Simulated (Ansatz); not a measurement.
# Ionic part of the dielectric constant of AlGa$_{3}$N$_{4}$ at 2 GPa, mode by mode

These are results of DFT PBEsol, scalar-relativistic, plane waves, PAW in Ansatz, not measurements. Cutoff 420 eV, 6×6×6 k-points (Γ-centred), fixed occupations. No spin polarisation. Phonons by linear response, acoustic sum rule imposed.

It takes space group P-43m (No. 215, cubic). Conventional cell: a = 4.452 Å, b = 4.452 Å, c = 4.452 Å, α = 90.00°, β = 90.00°, γ = 90.00°. Al (site symmetry -43m) has 4 N at 1.89 Å as nearest neighbours. Ga (site symmetry -42m) has 4 N at 1.94 Å as nearest neighbours. Around N (site symmetry 3m) lie 1 Al at 1.89 Å and 3 Ga at 1.94 Å.

The run warned that the force constants aren't converged on this k mesh, so the frequencies and all that is formed from them are rough.

The primitive cell has V = 88.26 Å³ and ε∞,zz = 5.524. Each polar mode adds Δε = (4.92064×10⁷/V)·S/ν² along z, with S its oscillator strength in e²/amu, ν in cm⁻¹ and V in Å³.

Question: From these modes, find each Δε and ε0,zz.
| ν (cm⁻¹) | S_zz (e²/amu) |
| --- | --- |
| 232.6 | 0.00533 |
| 413.0 | 0.08152 |
| 567.3 | 1.904 |
| 661.2 | 0.4964 |

Answer:
```tsv
ν (cm⁻¹)	Δε
232.6	0.05
413.0	0.27
567.3	3.30
661.2	0.63
```

The sum is 4.252, so ε0,zz = 9.78; the run's tensor has 9.78.

Question: Where do the longitudinal modes lie for a wave vector along z?

Answer: At 233, 417, 634, 777 cm⁻¹. The Lyddane–Sachs–Teller product Π(ν_LO/ν_TO)² = 1.77 matches ε0/ε∞ = 1.77.

Whether AlGa3N4 exists in this form wasn't checked.

Cost: 1 run of about 3.3 core-minutes, on Intel Xeon 6975P-C (Granite Rapids) (shared hosts).

The lattice response is dominated by the 567.3 cm⁻¹ mode, which supplies 3.30 of the ionic sum of 4.252. It probably derives from the zincblende optical phonon, in which the cations move together against nitrogen and the bond dipoles add up. The 661.2 cm⁻¹ mode probably has more Al–N stretching character, as Al is much lighter than Ga. It contributes less because its oscillator strength is smaller and its restoring frequency higher. The two lowest modes are nearly silent, which suggests folded zone-boundary vibrations that cation order makes polar only weakly, their dipoles largely cancelling.

The widest gap between successive transverse and longitudinal frequencies lies above 661.2 cm⁻¹, not above the strongest mode. This reflects coupling through the shared macroscopic field: a longitudinal frequency must fall between neighbouring transverse ones, so the upper branch takes up much of the shift. These gaps therefore don't rank the modes by polarity. The Lyddane–Sachs–Teller agreement shows internal consistency, but doesn't independently test the force constants.
